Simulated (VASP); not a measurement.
A run of VASP 6.6.1 is set up as follows.

INCAR

```
SYSTEM = MoS2
ALGO     = Normal         ! electronic algorithm
EDIFF    = 1E-6           ! SCF threshold, eV
ENCUT    = 520            ! plane-wave cutoff, eV
GGA      = PS             ! functional
ISIF     = 2              ! what is computed and relaxed
ISMEAR   = 0              ! smearing method
ISPIN    = 2              ! spin polarisation
LASPH    = .TRUE.         ! aspherical terms in the spheres
LCHARG   = .FALSE.        ! write CHGCAR
LDAU     = .TRUE.         ! DFT+U
LDAUJ    = 0 0          
LDAUL    = 2 -1           ! shell
LDAUPRINT= 1            
LDAUTYPE = 2            
LDAUU    = 2 0            ! U, eV
LMAXMIX  = 4              ! l up to which the mixer works
LORBIT   = 11             ! projections on sites
LREAL    = .FALSE.        ! projectors in reciprocal space
LWAVE    = .FALSE.        ! write WAVECAR
MAGMOM   = 0.19 0 0       ! initial moments
NELM     = 100            ! most SCF steps
PREC     = Accurate       ! precision mode
SIGMA    = 0.05           ! smearing width, eV
```

File KPOINTS:

```
k-points
0
G
  6 6 4
  0 0 0
```

File POSCAR:

```
MoS2
1.0
    3.1479925200     -1.9297820300      0.0000000000
    3.1479925200      1.9297820300      0.0000000000
   -0.0030992400      0.0000000000      4.4393295900
Mo S
1 2
Direct
    0.0000000000      0.0000000000      0.0000000000
    0.6879000000      0.6879000000      0.2889000000
    0.3121000000      0.3121000000      0.7111000000
```

Potentials or basis: VASP PAW PBE potentials, release 64 (Mo_sv, S).

Command:

```sh
$ cat potpaw_PBE.64/Mo_sv/POTCAR potpaw_PBE.64/S/POTCAR > POTCAR
$ mpirun -np 1 vasp_std > vasp.out
```

Question: Predict the net moment.

Answer: 2.03 μB per cell.

Question: Estimate the largest force.

Answer: 1.448 eV/Å.

Question: What does it give for the pressure?

Answer: -0.5 GPa.

Stress tensor (GPa, compression positive):
```
 -2.85   0.00  -9.70
  0.00 -10.75   0.00
 -9.70   0.00  12.06
```

Caveat: the PAW data sets were made with another functional, which shifts forces and pressure a little. The state reached can hang on the start; a lower one may exist.
